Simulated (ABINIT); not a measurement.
The system is CoO.

```
CELL_PARAMETERS angstrom
1.60222 0.92504 2.56647
-1.60222 0.92504 2.56647
0.00000 -1.85008 2.56647
ATOMIC_POSITIONS crystal
Co 0.99898 0.99898 0.99898
O 0.75102 0.75102 0.75102
```

Measurements of this composition are mostly on another form, of space group No. 225.

| Item | Value |
| --- | --- |
| Program | ABINIT 10.8.3 (patched build) |
| Task | relaxation of cell and atoms |
| Functional | PBEsol |
| Potentials or basis | JTH PAW PBE v2.0 |
| Cutoff | 707 eV |
| k mesh | 5 × 5 × 5 |
| Occupations | fermi-dirac, width 0.05 eV |
| Spin | collinear spin, ferromagnetic start |
| Starting moments | [2.0, 0.0] μB |

At the start: pressure -8.6 GPa; volume 11.41 Å³/atom.

Question: Where does the relaxation end?

Answer: Over 13 steps the energy falls by 27.1 meV/atom and the volume is 10.63 Å³/atom (-6.9 %); space group F-43m (No. 216, to 0.05 Å); moment 2.43 μB per cell.

Step by step:
```
step  energy change (eV)  largest force (eV/Å)  pressure (GPa)  volume (Å³)
   1              0.0000                0.2425           -8.62        22.82
   2             -0.0327                0.1317           -6.18        22.23
   3             -0.0485                0.2077            2.38        20.71
   4             -0.0314                0.4906            1.89        20.98
   5             -0.0531                0.1077            0.70        21.10
   6             -0.0537                0.0833            0.15        21.23
   7             -0.0541                0.0442           -0.19        21.29
   8             -0.0542                0.0068           -0.09        21.28
   9             -0.0543                0.0039            0.01        21.26
  10             -0.0543                0.0046            0.03        21.26
  11             -0.0543                0.0112            0.02        21.26
  12             -0.0543                0.0046            0.05        21.25
  13             -0.0543                0.0006            0.02        21.26
```

Final structure:
```
CELL_PARAMETERS angstrom
1.55469 0.89760 2.53899
-1.55469 0.89760 2.53899
0.00000 -1.79520 2.53899
ATOMIC_POSITIONS crystal
Co 0.00000 0.00000 0.00000
O 0.75000 0.75000 0.75000
```

Caveat: the k mesh is coarse (spacing up to 0.48 Å⁻¹), so the values aren't converged; the PAW data sets were made with another functional, which shifts forces and pressure a little; a cell with one magnetic atom can't hold antiferromagnetic order, which such compounds often take.
